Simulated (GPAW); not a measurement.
Crystal: MgO.

```
CELL_PARAMETERS angstrom
0.00000 2.09700 2.09700
2.09700 0.00000 2.09700
2.09700 2.09700 0.00000
ATOMIC_POSITIONS crystal
Mg 0.00000 0.00000 0.00000
O 0.50000 0.50000 0.50000
```

The cell is a database's computed one.

```yaml
Program: GPAW 26.7.0
Task: relaxation of cell and atoms
Functional: BLYP
Potentials_or_basis: PAW data sets generated in the run's folder for this functional
Cutoff: 800 eV
Basis: pw
k_mesh: 11 × 11 × 11
Occupations: fermi-dirac, width 0.05 eV
Spin: no spin polarisation
```

At the start: pressure 8.6 GPa; volume 9.22 Å³/atom.

**Question.** Where does the relaxation end?

**Answer.** Over 4 steps the energy falls by 13.5 meV/atom and the volume is 9.72 Å³/atom (+5.4 %); space group Fm-3m (No. 225, to 0.05 Å).

The path:
```csv
step,energy change (eV),largest force (eV/Å),pressure (GPa),volume (Å³)
1,0.0000,0.0000,8.64,18.44
2,-0.0097,0.0000,6.75,18.64
3,-0.0269,0.0000,0.33,19.40
4,-0.0270,0.0000,0.01,19.45
```

Final structure:
```yaml
crystal:
  lattice:
    - [0.00000, 2.13432, 2.13432]
    - [2.13432, 0.00000, 2.13432]
    - [2.13432, 2.13432, 0.00000]
  atoms:
    - { symbol: Mg, position: [0.00000, 0.00000, 0.00000] }
    - { symbol: O, position: [0.50000, 0.50000, 0.50000] }
```

Caveat: later steps reuse the first step's grids.
